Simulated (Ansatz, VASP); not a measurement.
## CsH: VASP beside Ansatz

```
CELL_PARAMETERS angstrom
3.86866 0.00000 0.00000
0.00000 3.86866 0.00000
0.00000 0.00000 3.86866
ATOMIC_POSITIONS crystal
Cs 0.00000 0.00000 0.00000
H 0.50000 0.50000 0.50000
```

The cell comes from a database or a generator and needn't be the stable form of this composition.

Alike in both runs: task single point; functional LDA; k mesh 8 × 8 × 8; occupations fermi-dirac, width 0.01 eV; no spin polarisation.

|  | VASP | Ansatz |
| --- | --- | --- |
| version | VASP 6.6.1 | Ansatz 0.2.0 |
| potentials or method | VASP PAW LDA potentials, release 64 (Cs_sv, H), cutoff 520 eV | all-electron LAPW, scalar-relativistic |

|  | VASP | Ansatz | Ansatz less VASP |
| --- | --- | --- | --- |
| gap on the k mesh at the Fermi level (eV) | 2.19 | 2.21 | +0.027 |
| pressure (GPa) | -2.2 | -2.2 | -0.03 |

Ansatz ran all-electron here, so the differences hold the error of VASP's frozen core and of both bases.

Caveats: spin-orbit coupling is left out, which moves the levels of the heavy elements. A k mesh can miss the band edges.
